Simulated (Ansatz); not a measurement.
# Rb: the cost of one run

Method: DFT, scalar-relativistic, functionals as named in each step, in Ansatz 0.2.0.

### 1 The starting structure

Symmetry: Im-3m, No. 229, cubic system. Conventional cell: a = 5.612 Å, b = 5.612 Å, c = 5.612 Å, α = 90.00°, β = 90.00°, γ = 90.00°.

Coordinates:

```cif
data_structure
_symmetry_space_group_name_H-M 'P 1'
_symmetry_Int_Tables_number 1
_cell_length_a 4.8601
_cell_length_b 4.8601
_cell_length_c 4.8601
_cell_angle_alpha 109.471
_cell_angle_beta 109.471
_cell_angle_gamma 109.471
_cell_volume 88.37
loop_
_atom_site_label
_atom_site_type_symbol
_atom_site_fract_x
_atom_site_fract_y
_atom_site_fract_z
_atom_site_occupancy
Rb1 Rb 0.00000 0.00000 0.00000 1
```

### 2 LDA, LAPW

Input file input.yaml:

```yaml
crystal:
  lattice:
    - [-2.806, 2.806, 2.806]
    - [2.806, -2.806, 2.806]
    - [2.806, 2.806, -2.806]
  atoms:
    - { symbol: Rb, position: [0.0, 0.0, 0.0] }
kpoints:
  mp_grid: { grid: [8, 8, 8] }
  band_path:
    path:
      - [0.0, 0.0, 0.0]
      - [0.5, -0.5, 0.5]
      - [0.0, 0.0, 0.5]
      - [0.0, 0.0, 0.0]
      - [0.25, 0.25, 0.25]
      - [0.5, -0.5, 0.5]
      - [0.25, 0.25, 0.25]
      - [0.0, 0.0, 0.5]
    npoints: 5
scf:
  occupations: { method: fermi_dirac, width: 0.05 }
hamiltonian:
  xc: lda
  pseudopotentials: { kind: all_electron, lapw: { basis_error: 0.001 } }
output:
  forces: true
  stress: true
  eigenvalues: true
```

Started as:

```bash
$ ansatz run input.yaml --threads 1 --pin off --max-ram 2048MiB --backend cpu --events-out ev --progress --plain --runs-dir out
```

**Question.** How long does this run take on 1 thread of Arm Neoverse V2, shared host?

About 1.4 s.
